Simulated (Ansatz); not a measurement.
# In: which structure wins, without relativity

Aim: relax In in several structures (bcc, hcp, sc, diamond) and rank them by energy, without relativity. Methods of the runs shown: PAW and LAPW.

Method: DFT PBE, with the methods named in each step, in Ansatz 0.2.0.

### Step 1. Starting point

It takes space group Im-3m (No. 229, cubic). Conventional cell: a = 3.804 Å, b = 3.804 Å, c = 3.804 Å, α = 90.00°, β = 90.00°, γ = 90.00°. Around In (site symmetry m-3m) lie 8 In at 3.29 Å.

Coordinates:

```
CELL_PARAMETERS angstrom
-1.90182 1.90182 1.90182
1.90182 -1.90182 1.90182
1.90182 1.90182 -1.90182
ATOMIC_POSITIONS crystal
In 0.00000 0.00000 0.00000
```

The PAW steps are scalar-relativistic and only prepare the cells; LAPW drops relativity.

### Step 2. Bcc relaxed, PAW

The input, input.yaml:

```yaml
crystal:
  lattice:
    - [-1.9018218905, 1.9018218905, 1.9018218905]
    - [1.9018218905, -1.9018218905, 1.9018218905]
    - [1.9018218905, 1.9018218905, -1.9018218905]
  atoms:
    - { symbol: In, position: [0.0, 0.0, 0.0] }
kpoints:
  mp_grid: { grid: [15, 15, 15] }
scf:
  occupations: { method: fermi_dirac, width: 0.05 }
hamiltonian:
  xc: pbe
  pseudopotentials: { kind: paw }
output:
  forces: true
  stress: true
relax:
  f_tol: 0.005
  max_steps: 40
  cell: {}
```

Run with:

```console
ansatz run input.yaml --threads 1 --pin off --max-ram 3072MiB --backend cpu --events-out ev --progress --plain --runs-dir out
```

The runs that follow: Bcc relaxed, LAPW; Hcp relaxed, PAW; Hcp relaxed, LAPW; Sc relaxed, PAW; Sc relaxed, LAPW; Diamond relaxed, PAW; Diamond relaxed, LAPW.

Q: Predict the outcome of this session. Wanted: lowest (for each run or level that gives them).

**Answer**, as computed:

| quantity | value |
| --- | --- |
| lowest (LAPW) | hcp, 10.9 meV/atom under bcc |
| lowest (PAW) | hcp, 7.9 meV/atom under bcc |

What this shows: By LAPW the order is hcp < bcc < sc < diamond. By PAW the order is hcp < bcc < sc < diamond. Only LAPW drops relativity: the PAW files are scalar-relativistic and give the starting cells, so the two sets of rows differ by relativity and by the method's own errors together. Only these structures were tried, with electrons smeared by 0.05 eV and without vibrations, so the true ground state may be another. The k meshes differ between phases and weren't tested, which can move differences by some meV.
